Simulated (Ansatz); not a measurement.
InSe:

```
In Se
1.0
     2.00000    1.15470    8.44000
    -2.00000    1.15470    8.44000
     0.00000   -2.30940    8.44000
In Se
2 2
Direct
  0.88860 0.88860 0.88860
  0.00000 0.00000 0.00000
  0.17190 0.17190 0.17190
  0.38350 0.38350 0.38350
```

| Item | Value |
| --- | --- |
| Program | Ansatz 0.2.0 |
| Task | relaxation of cell and atoms |
| Functional | PBEsol |
| Dispersion | D4 |
| Potentials or basis | Ansatz PAW |
| Cutoff | 420 eV (not typed: the program's choice for these potentials) |
| k mesh | 8 × 8 × 8 |
| Occupations | fermi-dirac, width 0.05 eV |
| Spin | no spin polarisation |

At the start: volume 29.24 Å³/atom.

Problem. Where does the relaxation end?

Solution. It ends after 6 steps and the volume is 27.98 Å³/atom (-4.3 %); space group R3m (No. 160, to 0.05 Å).

Step by step:
| step | energy change (eV) | largest force (eV/Å) | volume (Å³) |
| --- | --- | --- | --- |
| 1 | 0.0000 | 0.2942 | 116.95 |
| 2 | -0.0194 | 0.0561 | 113.85 |
| 3 | -0.0237 | 0.0366 | 111.41 |
| 4 | -0.0241 | 0.0117 | 111.87 |
| 5 | -0.0242 | 0.0001 | 111.93 |
| 6 | -0.0233 | 0.0001 | 111.93 |

Final structure:
```
In Se
1.0
     1.99009    1.14898    8.15843
    -1.99009    1.14898    8.15843
     0.00000   -2.29796    8.15843
In Se
2 2
Cartesian
  0.0000 0.0000 21.7326
  0.0000 0.0000 0.0170
  0.0000 0.0000 4.1331
  0.0000 0.0000 9.4597
```

Caveat: the plane-wave basis is chosen anew once the cell has moved, so the energies of steps on either side of that aren't comparable; the PAW data sets come from PBE, with cores solved anew for the run's functional, which leaves a small shift of forces and pressure.
